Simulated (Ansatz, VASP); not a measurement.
## InP in VASP and in Ansatz

```
In P
1.0
     0.00000    2.95357    2.95357
     2.95357    0.00000    2.95357
     2.95357    2.95357    0.00000
In P
1 1
Cartesian
  0.0000 0.0000 0.0000
  1.4768 1.4768 1.4768
```

Alike in both runs: functional r2SCAN; k mesh 8 × 8 × 8; occupations gaussian, width 0.02 eV; no spin polarisation.

Ansatz relaxed the structure, and its values are those at the end. VASP's run is a single point on that final structure, the one shown.

|  | VASP | Ansatz |
| --- | --- | --- |
| version | VASP 6.6.1 | Ansatz 0.2.0 |
| potentials or method | VASP PAW PBE potentials, release 64 (In_d, P) | scalar-relativistic, plane waves, PAW |
| plane-wave cutoff (eV) | 520 | 500 |
| valence electrons in the cell | 18 | 18 |

```tsv
	VASP	Ansatz	Ansatz less VASP
gap on the k mesh at the Fermi level (eV)	1.03	1.03	-0.004
least direct gap on the mesh (eV)	1.03	1.03	-0.004
pressure (GPa)	-0.1	0.0	+0.10
```

Caveats: the PAW data sets were made with another functional, which shifts forces and pressure a little (VASP); spin-orbit coupling is left out, which moves the levels of the heavy elements. r2SCAN opens gaps a little over a GGA but as a rule still falls short of measured ones.
